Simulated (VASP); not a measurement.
Write the native input for VASP 6.6.1 that does the following.

```
Task                   : relaxation of cell and atoms
Functional             : PBE
Dispersion             : D3(BJ)
Potentials or basis    : VASP PAW PBE potentials, release 64 (Mo_sv, Se)
Cutoff                 : 600 eV
k mesh                 : 9 × 9 × 2
Occupations            : gaussian, width 0.03 eV
Spin                   : no spin polarisation
Further INCAR settings : ALGO = Normal; EDIFF = 1e-06; IBRION = 2; EDIFFG = -0.01; NSW = 90; ISIF = 3
```

The structure of MoSe2 lies in POSCAR:

```
MoSe2
1.0
    3.2880000000      0.0000000000      0.0000000000
   -1.6440000000      2.8474915276      0.0000000000
    0.0000000000      0.0000000000     12.9000000000
Mo Se
2 4
Direct
    0.3333333333      0.6666666667      0.2500000000
    0.6666666667      0.3333333333      0.7500000000
    0.3333333333      0.6666666667      0.6250000000
    0.6666666667      0.3333333333      0.1250000000
    0.3333333333      0.6666666667      0.8750000000
    0.6666666667      0.3333333333      0.3750000000
```

These files were run (other wordings do the same):

INCAR

```
PREC = Accurate
ENCUT = 600
EDIFF = 1E-6
ISMEAR = 0
SIGMA = 0.03
LREAL = F
LASPH = T
NELM = 80
ALGO = Normal
ISIF = 3
LWAVE = F
LCHARG = F
GGA = PE
IVDW = 12
IBRION = 2
NSW = 90
EDIFFG = -0.01
KPAR = 4
```

KPOINTS

```
Automatic mesh
0
Gamma
  9 9 2
```

Potentials or basis: VASP PAW PBE potentials, release 64 (Mo_sv, Se).

Command:

```bash
$ cat potpaw_PBE.64/Mo_sv/POTCAR potpaw_PBE.64/Se/POTCAR > POTCAR
$ mpirun -np 4 vasp_std > vasp.out
```

It gave:

- Relaxed volume: 19.74 Å³/atom
- Relaxed cell: a = 3.279 Å, b = 3.279 Å, c = 12.725 Å, α = 90.00°, β = 90.00°, γ = 120.00°
- Space group after relaxing (to 0.05 Å): P6_3/mmc (No. 194)
- Energy gained by relaxing: 24.1 meV/atom
- Ionic steps: 14
- Pressure after relaxing: 0.0 GPa
- Band gap on the k mesh: 0.84 eV, indirect (least direct gap 1.46 eV)
- Dispersion energy per atom: -0.479 eV

Caveat: an odd mesh through Γ misses points on the zone boundary, where band edges often lie.

It took 4.5 min on 4 MPI ranks on Intel(R) Xeon(R) Platinum 8488C (Sapphire Rapids) (shared host), peak memory 0.35 GiB a rank.
